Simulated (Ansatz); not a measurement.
A crystal relaxed with r2SCAN in Ansatz 0.2.0 has space group P6_3/mmc (No. 194) and a = 3.981 Å, c = 4.770 Å.

| atom | site | x | y | z |
| --- | --- | --- | --- | --- |
| Ca | 2c | 0.3333 | 0.6667 | 0.2500 |
| Xx | 2d | 0.6667 | 0.3333 | 0.2500 |

The r2SCAN gap is direct at Γ: 3.63 eV. HSE06 gives a direct gap of 4.58 eV at Γ. PBE gives a direct gap of 3.21 eV at Γ. Meshes: r2SCAN 12×12×6, HSE06 6×6×4, PBE 12×12×6. r2SCAN's ε∞ is 3.1 along x and y, 3.2 along z.

Question: Which element is Xx?
A. S
B. O
C. Se
D. Te

Answer: B. Xx is O: CaO, h-MgO type. Around Ca lie 5 O at 2.30–2.39 Å; around O lie 5 Ca at 2.30–2.39 Å.

Simulation only: spin-unpolarised, and no claim that this is the phase found in nature.

The meshes of the hybrids are coarse, so their gaps aren't converged to the digits shown.
